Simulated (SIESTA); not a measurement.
Runs of SIESTA 5.4.2 on AlN. Symmetry: Fm-3m, No. 225, cubic system. Conventional cell: a = 4.069 Å, b = 4.069 Å, c = 4.069 Å, α = 90.00°, β = 90.00°, γ = 90.00°. Around Al (site symmetry m-3m) lie 6 N at 2.03 Å. N (site symmetry m-3m) has 6 Al at 2.03 Å as nearest neighbours. Measurements of this composition are mostly on another form, of space group No. 186.

```csv
task,level,potentials or basis,cell,k mesh,smearing,optimiser,force tolerance,stress tolerance (GPa),broadening (eV),window to (eV),grid cutoff,energy shift,other keys,mesh quality,gap on the mesh (eV),pressure (GPa)
relaxation of cell and atoms,optB88-vdW,"PseudoDojo 0.4 standard (PBE files), DZ (energy shift 0.002 Ry; radii capped at 9.5 bohr)",relaxed,8 × 8 × 8,fermi-dirac 0.05 eV,Broyden,0.01 eV/Å,0.05,-,-,1200 Ry,0.002 Ry,-,not flagged,4.11,0.0
optical spectrum,APBE,"PseudoDojo 0.4 standard (PBE files), TZP (energy shift 0.01 Ry)",as given,11 × 11 × 11,fermi-dirac 0.05 eV,-,-,-,0.1 eV,40 eV,800 Ry,0.01 Ry,-,not flagged,4.57,2.0
density of states,vdW-DF2,"Ansatz (PBE files), TZP (energy shift 0.01 Ry)",as given,11 × 11 × 11,fermi-dirac 0.05 eV,-,-,-,0.2 eV,5 eV,800 Ry,0.01 Ry,-,not flagged,(a),(b)
relaxation of the atoms,LDA,"PseudoDojo 0.4 standard (LDA files), DZP (energy shift 0.002 Ry; radii capped at 9.5 bohr)",atoms relaxed from: volume scaled by 0.8,11 × 11 × 11,fermi-dirac 0.05 eV,Broyden,0.04 eV/Å,-,-,-,800 Ry,0.002 Ry,-,not flagged,4.66,69.0
Berry-phase polarisation,vdW-DF2,"PseudoDojo 0.4 standard (PBE files), SZP (energy shift 0.002 Ry; radii capped at 9.5 bohr)",volume scaled by 0.92,11 × 11 × 11,fermi-dirac 0.05 eV,-,-,-,-,-,800 Ry,0.002 Ry,-,not flagged,5.60,48.2
electrostatic potential,PBE-libxc,"SG15 1.2 NC or PseudoDojo by element (PBE files), TZ (energy shift 0.0005 Ry; radii capped at 9.5 bohr)",as given,11 × 11 × 11,methfessel-paxton 0.01 eV,-,-,-,-,-,800 Ry,0.0005 Ry,smearing = methfessel-paxton; width = 0.01; shift = 0.0005,not flagged,4.11,21.5
```

Alike in all rows: no spin polarisation.

Q: Fill in the values left out.

A: (a) 4.55; (b) 11.7.

Caveats: the basis of atomic orbitals isn't converged, which shifts pressures, moduli and gaps; an odd mesh through Γ misses points on the zone boundary, where band edges often lie (some runs); the potentials were made for another functional, which shifts forces and pressure (some runs); the basis has no polarisation orbitals (some runs); spectra need much finer meshes, so this one isn't converged (some runs); independent-particle spectra lack excitons (some runs); the relaxation stopped at its first step, so nothing moved (some runs).

The runs don't all hold the same shells in valence.
